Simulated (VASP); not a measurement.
# AlRu (Pm-3m) in VASP: a series of runs, part 2 of 2

VASP 6.6.1.

### Step 4. Equation of state, PBEsol, 13.12 Å³/atom (volume scaled by 0.98)

INCAR

```
PREC = Accurate ; ENCUT = 520
EDIFF = 1E-7 ; ISMEAR = -1
SIGMA = 0.05 ; LREAL = F
LASPH = T ; NELM = 100
ALGO = Normal ; ISIF = 2
LWAVE = F ; LCHARG = F
GGA = PS ; NBANDS = 16
```

KPOINTS

```
regular mesh
0
Gamma
  9 9 9
```

POSCAR

```
AlRu
1.0
    2.9715215427      0.0000000000      0.0000000000
    0.0000000000      2.9715215427      0.0000000000
    0.0000000000      0.0000000000      2.9715215427
Ru Al
1 1
Direct
    0.5000000000      0.5000000000      0.5000000000
    0.0000000000      0.0000000000      0.0000000000
```

Started as:

```
$ cat potpaw_PBE.64/Ru_pv/POTCAR potpaw_PBE.64/Al/POTCAR > POTCAR
$ mpirun -np 1 vasp_std > vasp.out
```

It took 13 s on 1 thread of Intel Xeon Platinum 8375C at 2.90GHz (Ice Lake), shared host; peak memory 0.14 GiB.

Results (log left out):

```
Free energy            : -15.5250 eV
Pressure               : 1.1 GPa
Band gap on the k mesh : none (metal or under the smearing width)
```

Caveat: the PAW data sets were made with another functional, which shifts forces and pressure a little.

### Step 5. Equation of state, PBEsol, 13.65 Å³/atom (volume scaled by 1.02)

INCAR is that of step 4.

KPOINTS is that of step 4.

POSCAR

```
AlRu
1.0
    3.0114124979      0.0000000000      0.0000000000
    0.0000000000      3.0114124979      0.0000000000
    0.0000000000      0.0000000000      3.0114124979
Ru Al
1 1
Direct
    0.5000000000      0.5000000000      0.5000000000
    0.0000000000      0.0000000000      0.0000000000
```

Started as:

```
$ cat potpaw_PBE.64/Ru_pv/POTCAR potpaw_PBE.64/Al/POTCAR > POTCAR
$ mpirun -np 1 vasp_std > vasp.out
```

Wall time 14 s (1 thread of Intel Xeon Platinum 8375C at 2.90GHz (Ice Lake), shared host); peak memory 0.14 GiB.

It converged, with:

* Free energy: -15.5042 eV
* Pressure: -7.2 GPa
* Band gap on the k mesh: none (metal or under the smearing width)

Caveat: the PAW data sets were made with another functional, which shifts forces and pressure a little.

### Step 6. Equation of state, PBEsol, 13.92 Å³/atom (volume scaled by 1.04)

INCAR is that of step 5.

KPOINTS is that of step 5.

POSCAR

```
AlRu
1.0
    3.0309676725      0.0000000000      0.0000000000
    0.0000000000      3.0309676725      0.0000000000
    0.0000000000      0.0000000000      3.0309676725
Ru Al
1 1
Direct
    0.5000000000      0.5000000000      0.5000000000
    0.0000000000      0.0000000000      0.0000000000
```

Potentials or basis: VASP PAW PBE potentials, release 64 (Ru_pv, Al).

Started as:

```
$ cat potpaw_PBE.64/Ru_pv/POTCAR potpaw_PBE.64/Al/POTCAR > POTCAR
$ mpirun -np 1 vasp_std > vasp.out
```

It took 13 s on 1 thread of Intel Xeon Platinum 8375C at 2.90GHz (Ice Lake), shared host; peak memory 0.14 GiB.

Results (log left out):

```yaml
Free_energy: -15.4745 eV
Pressure: -10.7 GPa
Band_gap_on_the_k_mesh: none (metal or under the smearing width)
```

Caveat: the PAW data sets were made with another functional, which shifts forces and pressure a little.

### Step 7. Equation of state, PBEsol, 14.19 Å³/atom (volume scaled by 1.06)

INCAR is that of step 6.

KPOINTS is that of step 6.

POSCAR

```
AlRu
1.0
    3.0502737196      0.0000000000      0.0000000000
    0.0000000000      3.0502737196      0.0000000000
    0.0000000000      0.0000000000      3.0502737196
Ru Al
1 1
Direct
    0.5000000000      0.5000000000      0.5000000000
    0.0000000000      0.0000000000      0.0000000000
```

Started as:

```
$ cat potpaw_PBE.64/Ru_pv/POTCAR potpaw_PBE.64/Al/POTCAR > POTCAR
$ mpirun -np 1 vasp_std > vasp.out
```

Wall time 14 s (1 thread of Intel Xeon Platinum 8375C at 2.90GHz (Ice Lake), shared host); peak memory 0.14 GiB.

It converged, with:

- Free energy: -15.4337 eV
- Pressure: -13.8 GPa
- Band gap on the k mesh: none (metal or under the smearing width)

Caveat: the PAW data sets were made with another functional, which shifts forces and pressure a little.

### Step 8. Equation of state, PBEsol

This step only gathers the single runs of the series.

Results:

| Quantity | Value |
| --- | --- |
| Equilibrium volume | 13.19 Å³/atom |
| Bulk modulus | 220 GPa |
| Pressure derivative of the bulk modulus | 4.4 |

Energy against volume, from the lowest point:
```tsv
volume (Å³/atom)	energy (meV/atom)
12.584	20.45
12.851	5.93
13.119	0.00
13.387	1.76
13.655	10.42
13.922	25.27
14.190	45.65
```

Caveat: the PAW data sets were made with another functional, which shifts forces and pressure a little.

### Step 9. Equation of state, PBE, 12.58 Å³/atom (volume scaled by 0.94)

INCAR

```
ALGO = Normal ; EDIFF = 1E-7
ENCUT = 520 ; GGA = PE
ISIF = 2 ; ISMEAR = -1
LASPH = T ; LCHARG = F
LREAL = F ; LWAVE = F
NBANDS = 16 ; NELM = 60
PREC = Accurate ; SIGMA = 0.05
```

KPOINTS

```
k-points
0
Gamma
  9 9 9
```

POSCAR

```
AlRu
1.0
    2.9305298028      0.0000000000      0.0000000000
    0.0000000000      2.9305298028      0.0000000000
    0.0000000000      0.0000000000      2.9305298028
Ru Al
1 1
Direct
    0.5000000000      0.5000000000      0.5000000000
    0.0000000000      0.0000000000      0.0000000000
```

Potentials or basis: VASP PAW PBE potentials, release 64 (Ru_pv, Al).

Started as:

```
$ cat potpaw_PBE.64/Ru_pv/POTCAR potpaw_PBE.64/Al/POTCAR > POTCAR
$ mpirun -np 1 vasp_std > vasp.out
```

Wall time 6.5 s (1 thread of Intel Xeon Platinum 8559C (Emerald Rapids), shared host); peak memory 0.14 GiB.

The run converged. Its results:

| Property | Result |
| --- | --- |
| Free energy | -14.1621 eV |
| Pressure | 17.8 GPa |
| Band gap on the k mesh | none (metal or under the smearing width) |

### Step 10. Equation of state, PBE, 12.85 Å³/atom (volume scaled by 0.96)

INCAR

```
  PREC = Accurate
  ENCUT = 520
  EDIFF = 1E-7
  ISMEAR = -1
  SIGMA = 0.05
  LREAL = F
  LASPH = T
  NELM = 60
  ALGO = Normal
  ISIF = 2
  LWAVE = F
  LCHARG = F
  GGA = PE
  NBANDS = 16
```

KPOINTS

```
regular mesh
0
Gamma
  9 9 9
```

POSCAR

```
AlRu
1.0
    2.9511680166      0.0000000000      0.0000000000
    0.0000000000      2.9511680166      0.0000000000
    0.0000000000      0.0000000000      2.9511680166
Ru Al
1 1
Direct
    0.5000000000      0.5000000000      0.5000000000
    0.0000000000      0.0000000000      0.0000000000
```

Started as:

```
$ cat potpaw_PBE.64/Ru_pv/POTCAR potpaw_PBE.64/Al/POTCAR > POTCAR
$ mpirun -np 1 vasp_std > vasp.out
```

It took 7.5 s on 1 thread of Intel Xeon Platinum 8559C (Emerald Rapids), shared host; peak memory 0.14 GiB.

Results (log left out):

* Free energy: -14.2121 eV
* Pressure: 12.1 GPa
* Band gap on the k mesh: none (metal or under the smearing width)

### Step 11. Equation of state, PBE, 13.12 Å³/atom (volume scaled by 0.98)

INCAR is that of step 10.

KPOINTS is that of step 10.

POSCAR

```
AlRu
1.0
    2.9715215427      0.0000000000      0.0000000000
    0.0000000000      2.9715215427      0.0000000000
    0.0000000000      0.0000000000      2.9715215427
Ru Al
1 1
Direct
    0.5000000000      0.5000000000      0.5000000000
    0.0000000000      0.0000000000      0.0000000000
```

Started as:

```
$ cat potpaw_PBE.64/Ru_pv/POTCAR potpaw_PBE.64/Al/POTCAR > POTCAR
$ mpirun -np 1 vasp_std > vasp.out
```

It took 6.6 s on 1 thread of Intel Xeon Platinum 8559C (Emerald Rapids), shared host; peak memory 0.14 GiB.

The run converged. Its results:

* Free energy: -14.2443 eV
* Pressure: 7.1 GPa
* Band gap on the k mesh: none (metal or under the smearing width)

### Step 12. Equation of state, PBE, 13.65 Å³/atom (volume scaled by 1.02)

INCAR

```
SYSTEM = AlRu
  PREC = Accurate
  ENCUT = 520
  EDIFF = 1E-7
  ISMEAR = -1
  SIGMA = 0.05
  LREAL = .False.
  LASPH = .True.
  NELM = 80
  ALGO = Normal
  ISIF = 2
  LWAVE = .False.
  LCHARG = .False.
  GGA = PE
  NBANDS = 16
```

KPOINTS

```
Automatic mesh
0
Gamma
  9 9 9
  0 0 0
```

POSCAR

```
AlRu
1.0
    3.0114124979      0.0000000000      0.0000000000
    0.0000000000      3.0114124979      0.0000000000
    0.0000000000      0.0000000000      3.0114124979
Ru Al
1 1
Direct
    0.5000000000      0.5000000000      0.5000000000
    0.0000000000      0.0000000000      0.0000000000
```

Potentials or basis: VASP PAW PBE potentials, release 64 (Ru_pv, Al).

Started as:

```
$ cat potpaw_PBE.64/Ru_pv/POTCAR potpaw_PBE.64/Al/POTCAR > POTCAR
$ mpirun -np 1 vasp_std > vasp.out
```

It took 7.1 s on 1 thread of Intel Xeon Platinum 8559C (Emerald Rapids), shared host; peak memory 0.14 GiB.

It converged, with:

```yaml
Free_energy: -14.2620 eV
Pressure: -1.6 GPa
Band_gap_on_the_k_mesh: none (metal or under the smearing width)
```

### Step 13. Equation of state, PBE, 13.92 Å³/atom (volume scaled by 1.04)

INCAR

```
PREC     = Accurate       # precision mode
ENCUT    = 520            # plane-wave cutoff, eV
EDIFF    = 1E-7           # SCF threshold, eV
ISMEAR   = -1             # smearing method
SIGMA    = 0.05           # smearing width, eV
LREAL    = F              # projectors in reciprocal space
LASPH    = T              # aspherical terms in the spheres
NELM     = 100            # most SCF steps
ALGO     = Normal         # electronic algorithm
ISIF     = 2              # what is computed and relaxed
LWAVE    = F              # write WAVECAR
LCHARG   = F              # write CHGCAR
GGA      = PE             # functional
NBANDS   = 16             # bands
```

KPOINTS

```
regular mesh
0
Gamma
  9 9 9
```

POSCAR

```
AlRu
1.0
    3.0309676725      0.0000000000      0.0000000000
    0.0000000000      3.0309676725      0.0000000000
    0.0000000000      0.0000000000      3.0309676725
Ru Al
1 1
Direct
    0.5000000000      0.5000000000      0.5000000000
    0.0000000000      0.0000000000      0.0000000000
```

Started as:

```
$ cat potpaw_PBE.64/Ru_pv/POTCAR potpaw_PBE.64/Al/POTCAR > POTCAR
$ mpirun -np 1 vasp_std > vasp.out
```

Run time: 6.8 s. Hardware: 1 thread of Intel Xeon Platinum 8559C (Emerald Rapids), shared host; peak memory 0.14 GiB.

Results (log left out):

| Property | Result |
| --- | --- |
| Free energy | -14.2506 eV |
| Pressure | -5.3 GPa |
| Band gap on the k mesh | none (metal or under the smearing width) |

### Step 14. Equation of state, PBE, 14.19 Å³/atom (volume scaled by 1.06)

INCAR

```
SYSTEM = AlRu
PREC     = Accurate       ! precision mode
ENCUT    = 520            ! plane-wave cutoff, eV
EDIFF    = 1E-7           ! SCF threshold, eV
ISMEAR   = -1             ! smearing method
SIGMA    = 0.05           ! smearing width, eV
LREAL    = .False.        ! projectors in reciprocal space
LASPH    = .True.         ! aspherical terms in the spheres
NELM     = 60             ! most SCF steps
ALGO     = Normal         ! electronic algorithm
ISIF     = 2              ! what is computed and relaxed
LWAVE    = .False.        ! write WAVECAR
LCHARG   = .False.        ! write CHGCAR
GGA      = PE             ! functional
NBANDS   = 16             ! bands
```

KPOINTS

```
Automatic mesh
0
Gamma
  9 9 9
  0 0 0
```

POSCAR

```
AlRu
1.0
    3.0502737196      0.0000000000      0.0000000000
    0.0000000000      3.0502737196      0.0000000000
    0.0000000000      0.0000000000      3.0502737196
Ru Al
1 1
Direct
    0.5000000000      0.5000000000      0.5000000000
    0.0000000000      0.0000000000      0.0000000000
```

Started as:

```
$ cat potpaw_PBE.64/Ru_pv/POTCAR potpaw_PBE.64/Al/POTCAR > POTCAR
$ mpirun -np 1 vasp_std > vasp.out
```

Wall time 7 s (1 thread of Intel Xeon Platinum 8559C (Emerald Rapids), shared host); peak memory 0.14 GiB.

It converged, with:

```
Free energy            : -14.2277 eV
Pressure               : -8.5 GPa
Band gap on the k mesh : none (metal or under the smearing width)
```

### Step 15. Equation of state, PBE

Potentials or basis: VASP PAW PBE potentials, release 64 (Ru_pv, Al).

No new run: the results of the series are fitted here.

What came out:

```
Equilibrium volume                      : 13.55 Å³/atom
Bulk modulus                            : 204 GPa
Pressure derivative of the bulk modulus : 4.4
```

Energy against volume, from the lowest point:
| volume (Å³/atom) | energy (meV/atom) |
| --- | --- |
| 12.584 | 49.91 |
| 12.851 | 24.90 |
| 13.119 | 8.85 |
| 13.387 | 0.81 |
| 13.655 | 0.00 |
| 13.922 | 5.67 |
| 14.190 | 17.15 |

PBE usually gives volumes a little too large and moduli too small. Zero-point motion and thermal expansion aren't in these numbers.
